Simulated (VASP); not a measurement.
# ZnS (Wurtzite-2H) (P6_3mc) in VASP: single point with LDA

Aim: the single point of ZnS (Wurtzite-2H) with LDA.

Everything below comes from runs of VASP 6.6.1. Logs are shortened: lines on timing, memory, paths and dates and some standing lists are left out, and cuts for length are marked.

**The experiment to reproduce.**

A printed reference work, monograph reports, for a bulk crystal of ZnS at 4 K: band gap 3.911 eV (direct).

How close the calculation comes is told below.

## Step 1: The cell of the first run

The structure is hexagonal, space group P6_3mc (No. 186). The conventional cell has a = 3.738 Å, b = 3.738 Å, c = 6.142 Å, α = 90.00°, β = 90.00°, γ = 120.00°. Within 3.0 Å of Zn (site symmetry 3m) lie 4 S at 2.29 to 2.30 Å. S (site symmetry 3m) has 4 Zn at 2.29 to 2.30 Å within 3.0 Å.

## Step 2: Single point, LDA

Input file INCAR:

```
SYSTEM = ZnS
PREC = Accurate
ENCUT = 520
EDIFF = 1E-6
ISMEAR = 0
SIGMA = 0.01
LREAL = .False.
LASPH = .True.
NELM = 100
ALGO = Normal
ISIF = 2
LWAVE = .False.
LCHARG = .True.
GGA = CA
LELF = .True.
LVHAR = .True.
NBANDS = 26
```

Input file KPOINTS:

```
regular mesh
0
Gamma
  7 7 4
  0 0 0
```

Input file POSCAR:

```
ZnS
1.0
    3.7384812139      0.0000000000      0.0000000000
   -1.8692406069      3.2376197028      0.0000000000
    0.0000000000      0.0000000000      6.1424342240
Zn S
2 2
Direct
    0.3333333333      0.6666666667      0.0055822089
    0.6666666667      0.3333333333      0.5055822089
    0.3333333333      0.6666666667      0.3794177911
    0.6666666667      0.3333333333      0.8794177911
```

Potentials or basis: VASP PAW LDA potentials, release 64 (Zn, S).

On the command line:

```console
$ cat potpaw_LDA.64/Zn/POTCAR potpaw_LDA.64/S/POTCAR > POTCAR
$ mpirun -np 1 vasp_std > vasp.out
```

OUTCAR:

```text
SYSTEM = ZnS
   PREC = Accurate
   ENCUT = 520
   EDIFF = 1E-6
   ISMEAR = 0
   LREAL = .False.
   LASPH = .True.
   NELM = 100
   ISIF = 2
   GGA = CA

 ion  position               nearest neighbor table
   1  0.333  0.667  0.006-   4 2.29   4 2.29   4 2.29   3 2.30
   2  0.667  0.333  0.506-   3 2.29   3 2.29   3 2.29   4 2.30
   3  0.333  0.667  0.379-   2 2.29   2 2.29   2 2.29   1 2.30
   4  0.667  0.333  0.879-   1 2.29   1 2.29   1 2.29   2 2.30

  LATTYP: Found a hexagonal cell.
 ALAT       =     3.7384812139
 C/A-ratio  =     1.6430293139

  Lattice vectors:

 A1 = (   3.7384812139,   0.0000000000,   0.0000000000)
 A2 = (  -1.8692406069,   3.2376197028,   0.0000000000)
 A3 = (   0.0000000000,   0.0000000000,   6.1424342240)

Analysis of symmetry for initial positions (statically):
=====================================================================
 Subroutine PRICEL returns:
 Original cell was already a primitive cell.

 Routine SETGRP: Setting up the symmetry group for a
 hexagonal supercell.

 Subroutine GETGRP returns: Found 12 space group operations
 (whereof  6 operations were pure point group operations)
 out of a pool of 24 trial point group operations.

The static configuration has the point symmetry C_3v.
 The point group associated with its full space group is C_6v.

Analysis of symmetry for dynamics (positions and initial velocities):
=====================================================================
 Subroutine PRICEL returns:
 Original cell was already a primitive cell.

 Routine SETGRP: Setting up the symmetry group for a
 hexagonal supercell.

 Subroutine GETGRP returns: Found 12 space group operations
 (whereof  6 operations were pure point group operations)
 out of a pool of 24 trial point group operations.

The dynamic configuration has the point symmetry C_3v.
 The point group associated with its full space group is C_6v.

 Subroutine INISYM returns: Found 12 space group operations
 (whereof  6 operations are pure point group operations),
 and found     1 'primitive' translations

----------------------------------------------------------------------------------------

                                     Primitive cell

  volume of cell :      74.3467

  direct lattice vectors                    reciprocal lattice vectors
     3.738481214  0.000000000  0.000000000     0.267488304  0.154434444  0.000000000
    -1.869240607  3.237619703  0.000000000     0.000000000  0.308868889  0.000000000
     0.000000000  0.000000000  6.142434224     0.000000000  0.000000000  0.162801906

  length of vectors
     3.738481214  3.738481214  6.142434224     0.308868889  0.308868889  0.162801906

  position of ions in fractional coordinates (direct lattice)
     0.333333333  0.666666667  0.005582209
     0.666666667  0.333333333  0.505582209
     0.333333333  0.666666667  0.379417791
     0.666666667  0.333333333  0.879417791

  ion indices of the primitive-cell ions
   primitive index   ion index
                 1           1
                 2           2
                 3           3
                 4           4

----------------------------------------------------------------------------------------

 KPOINTS: regular mesh

Automatic generation of k-mesh.
 Grid dimensions read from file:
 generate k-points for:    7    7    4

 Generating k-lattice:

  Cartesian coordinates                     Fractional coordinates (reciprocal lattice)
     0.038212615  0.022062063  0.000000000     0.142857143 -0.000000000  0.000000000
     0.000000000  0.044124127  0.000000000     0.000000000  0.142857143  0.000000000
     0.000000000  0.000000000  0.040700477     0.000000000  0.000000000  0.250000000

  Length of vectors
     0.044124127  0.044124127  0.040700477

  Shift w.r.t. Gamma in fractional coordinates (k-lattice)
     0.000000000  0.000000000  0.000000000

 Subroutine IBZKPT returns following result:
 ===========================================

 Found     24 irreducible k-points:

 Following reciprocal coordinates:
            Coordinates               Weight
  0.000000  0.000000  0.000000      1.000000
  0.142857 -0.000000  0.000000      6.000000
  0.285714 -0.000000  0.000000      6.000000
  0.428571 -0.000000  0.000000      6.000000
  0.142857  0.142857  0.000000      6.000000
  0.285714  0.142857  0.000000     12.000000
[... 16 lines left out ...]
  0.428571  0.142857  0.500000      6.000000
  0.285714  0.285714  0.500000      6.000000
   k-points           NKPTS =     24   k-points in BZ     NKDIM =     24   number of bands    NBANDS=     26
   number of dos      NEDOS =    301   number of ions     NIONS =      4
   total plane-waves  NPLWV =  37632
   dimension x,y,z NGX =    28 NGY =   28 NGZ =   48
   dimension x,y,z NGXF=    56 NGYF=   56 NGZF=   96
   ions per type =               2   2
   NGX,Y,Z   is equivalent  to a cutoff of  12.45, 12.45, 12.99 a.u.
   NGXF,Y,Z  is equivalent  to a cutoff of  24.90, 24.90, 25.98 a.u.
 SYSTEM =  ZnS
   PREC   = accura    normal or accurate (medium, high low for compatibility)
   ISTART =      0    job   : 0-new  1-cont  2-samecut
   ICHARG =      2    charge: 1-file 2-atom 10-const
   ISPIN  =      1    spin polarized calculation?
   LNONCOLLINEAR =      F non collinear calculations
   LSORBIT =      F    spin-orbit coupling
   LASPH  =      T    aspherical Exc in radial PAW
   ENCUT  =  520.0 eV  38.22 Ry    6.18 a.u.   6.95  6.95 11.42*2*pi/ulx,y,z
   NELM   =    100;   NELMIN=  2; NELMDL= -5     # of ELM steps
   EDIFF  = 0.1E-05   stopping-criterion for ELM
   LREAL  =      F    real-space projection
   EDIFFG = 0.1E-04   stopping-criterion for IOM
   NSW    =      0    number of steps for IOM
   IBRION =     -1    ionic relax: 0-MD 1-quasi-New 2-CG
   NFREE  =      0    steps in history (QN), initial steepest desc. (CG)
   ISIF   =      2    stress and relaxation
   ISYM   =      2    0-nonsym 1-usesym 2-fastsym
   POTIM  = 0.5000    time-step for ionic-motion
   TEBEG  =    0.0;   TEEND  =   0.0 temperature during run
   PSTRESS=    0.0 pullay stress
   NELECT =      36.0000    total number of electrons
   NUPDOWN=      -1.0000    fix difference up-down
   EMIN   =  10.00;   EMAX   =-10.00  energy-range for DOS
   EFERMI =   0.00;   METHOD = LEGACY
   ISMEAR =     0;   SIGMA  =   0.01  broadening in eV -4-tet -1-fermi 0-gaus
   EFERMI_NEDOS =   21; number of points for ismear=-14 and -15
   IALGO  =     38    algorithm
   IMIX   =      4    mixing-type and parameters
     AMIX     =   0.40;   BMIX     =  1.00
     AMIX_MAG =   1.60;   BMIX_MAG =  1.00
  volume/ion in A,a.u.               =      18.59       125.43
  Fermi-wavevector in a.u.,A,eV,Ry     =   1.285549  2.429334 22.485465  1.652635
  Thomas-Fermi vector in A             =   2.417676
   LORBIT       =      0    0 simple, 1 ext, 2 COOP (PROOUT), +10 PAW based schemes
   GGA     = CA    functional components
   LHFCALC =     F    Hartree Fock is set to
   AEXX    =    0.0000 exact exchange contribution
   IVDW    =     0    specifies the selected vdW correction
   LEPSILON=     F    determine dielectric tensor
   LRPA    =     F    only Hartree local field effects (RPA)
 non-spin polarized calculation
 Gauss-broadening in eV      SIGMA  =   0.01
  energy-cutoff  :      520.00
  volume of cell :       74.35
 maximum number of plane-waves:      2018
 NGX is ok and might be reduce to    28
   NGX = 13   NGY = 13   NGZ = 23

 number of electron      36.0000015 magnetization

 Free energy of the ion-electron system (eV)
  ---------------------------------------------------
  ext. energy  EPLUGINS =         0.00000000
  ---------------------------------------------------
  free energy    TOTEN  =       -16.40169572 eV

  energy without entropy =      -16.40169572  energy(sigma->0) =      -16.40169572

 E-fermi :   2.6186     XC(G=0): -10.3084

 val. band max:        2.5313388939   @ k =   0.0000   0.0000   0.0000
 cond. band min:       4.7572550923   @ k =   0.0000   0.0000   0.0000
 fundamental gap:      2.2259161984
 Fermi energy:         2.6186167524

 k-point     1 :       0.0000    0.0000    0.0000
  band No.  band energies     occupation
      1     -11.0434      2.00000
      2      -9.9758      2.00000
      3      -4.2369      2.00000
      4      -4.2167      2.00000
      5      -4.2167      2.00000
      6      -4.1275      2.00000
[... 18 lines left out ...]
     25      10.1339      0.00000
     26      11.7980      0.00000

 k-point     2 :       0.1429   -0.0000    0.0000
  band No.  band energies     occupation
      1     -10.8903      2.00000
      2      -9.8902      2.00000
      3      -4.2355      2.00000
      4      -4.2038      2.00000
      5      -4.1880      2.00000
      6      -4.1124      2.00000
[... 18 lines left out ...]
     25      10.7833      0.00000
     26      10.8576      0.00000

 k-point     3 :       0.2857   -0.0000    0.0000
  band No.  band energies     occupation
      1     -10.4931      2.00000
      2      -9.7078      2.00000
      3      -4.2477      2.00000
      4      -4.1565      2.00000
      5      -4.1355      2.00000
      6      -4.0231      2.00000
[... 18 lines left out ...]
     25      11.1975      0.00000
     26      11.5901      0.00000

 k-point     4 :       0.4286   -0.0000    0.0000
  band No.  band energies     occupation
      1     -10.0695      2.00000
      2      -9.6136      2.00000
      3      -4.2266      2.00000
      4      -4.1090      2.00000
      5      -4.0650      2.00000
      6      -3.9078      2.00000
[... 18 lines left out ...]
     25      11.5049      0.00000
     26      13.6954      0.00000

 k-point     5 :       0.1429    0.1429    0.0000
  band No.  band energies     occupation
      1     -10.6136      2.00000
      2      -9.7556      2.00000
      3      -4.2237      2.00000
      4      -4.1707      2.00000
      5      -4.1563      2.00000
      6      -4.0757      2.00000
[... 18 lines left out ...]
     25      10.8330      0.00000
     26      11.3545      0.00000

 k-point     6 :       0.2857    0.1429    0.0000
  band No.  band energies     occupation
      1     -10.1867      2.00000
      2      -9.6214      2.00000
      3      -4.1985      2.00000
      4      -4.1197      2.00000
      5      -4.0831      2.00000
      6      -3.9684      2.00000
[... 427 lines left out ...]
 k-point    21 :       0.1429    0.1429    0.5000
  band No.  band energies     occupation
      1     -10.2110      2.00000
      2     -10.2110      2.00000
      3      -4.2441      2.00000
      4      -4.2441      2.00000
      5      -4.1126      2.00000
      6      -4.1126      2.00000
[... 18 lines left out ...]
     25      10.7144      0.00000
     26      10.7144      0.00000

 k-point    22 :       0.2857    0.1429    0.5000
  band No.  band energies     occupation
      1      -9.9038      2.00000
      2      -9.9038      2.00000
      3      -4.2136      2.00000
      4      -4.2136      2.00000
      5      -4.0257      2.00000
      6      -4.0257      2.00000
[... 18 lines left out ...]
     25      11.1361      0.00000
     26      11.1361      0.00000

 k-point    23 :       0.4286    0.1429    0.5000
  band No.  band energies     occupation
      1      -9.7539      2.00000
      2      -9.7539      2.00000
      3      -4.1963      2.00000
      4      -4.1963      2.00000
      5      -4.0104      2.00000
      6      -4.0104      2.00000
[... 18 lines left out ...]
     25      12.3081      0.00000
     26      12.3081      0.00000

 k-point    24 :       0.2857    0.2857    0.5000
  band No.  band energies     occupation
      1      -9.7213      2.00000
      2      -9.7213      2.00000
      3      -4.1288      2.00000
      4      -4.1288      2.00000
      5      -4.0336      2.00000
      6      -4.0336      2.00000
[... 18 lines left out ...]
     25      11.4902      0.00000
     26      11.4902      0.00000

------------------------ aborting loop because EDIFF is reached ----------------------------------------

  FORCE on cell =-STRESS in cart. coord.  units (eV):
  Direction    XX          YY          ZZ          XY          YZ          ZX
  --------------------------------------------------------------------------------------
  -------------------------------------------------------------------------------------
  Total        0.1063466      0.1063466      0.1127550      0.0000000      0.0000000      0.0000000
  in kB        2.2917790      2.2917790      2.4298804      0.0000000      0.0000000      0.0000000
  external PRESSURE =       2.3378128 kB  Pullay stress =       0.0000000 kB

 VOLUME and BASIS-vectors are now :
 -----------------------------------------------------------------------------
  energy-cutoff  :      520.00
  volume of cell :       74.35
      direct lattice vectors                 reciprocal lattice vectors
     3.738481214  0.000000000  0.000000000     0.267488304  0.154434444  0.000000000
    -1.869240607  3.237619703  0.000000000     0.000000000  0.308868889  0.000000000
     0.000000000  0.000000000  6.142434224     0.000000000  0.000000000  0.162801906

 POSITION                                       TOTAL-FORCE (eV/Angst)
 -----------------------------------------------------------------------------------
     -0.00000      2.15841      0.03429         0.000000     -0.000000      0.000375
      1.86924      1.07921      3.10551         0.000000      0.000000      0.000375
     -0.00000      2.15841      2.33055        -0.000000      0.000000     -0.000375
      1.86924      1.07921      5.40177        -0.000000     -0.000000     -0.000375
 -----------------------------------------------------------------------------------
    total drift:                               -0.000001     -0.000001     -0.000643

  FREE ENERGIE OF THE ION-ELECTRON SYSTEM (eV)
  ---------------------------------------------------
  free  energy   TOTEN  =       -16.4016957226 eV

  energy  without entropy=      -16.4016957226  energy(sigma->0) =      -16.40169572
```

Wall time 22 s (1 thread of Intel Xeon 6975P-C (Granite Rapids), shared host); peak memory 0.17 GiB.

What came out:

```yaml
Free_energy: -16.4017 eV
Pressure: 0.2 GPa
Band_gap_on_the_k_mesh: 2.23 eV, direct
```

## Step 3: Against experiment

Step 2. Measured gap of ZnS: 3.911 eV (direct; 4 K; a printed reference work, monograph). This calculation gives 2.23 eV (-1.69 eV). The value is that of LDA, without temperature or zero-point motion. Semilocal functionals fall short of measured gaps as a rule.
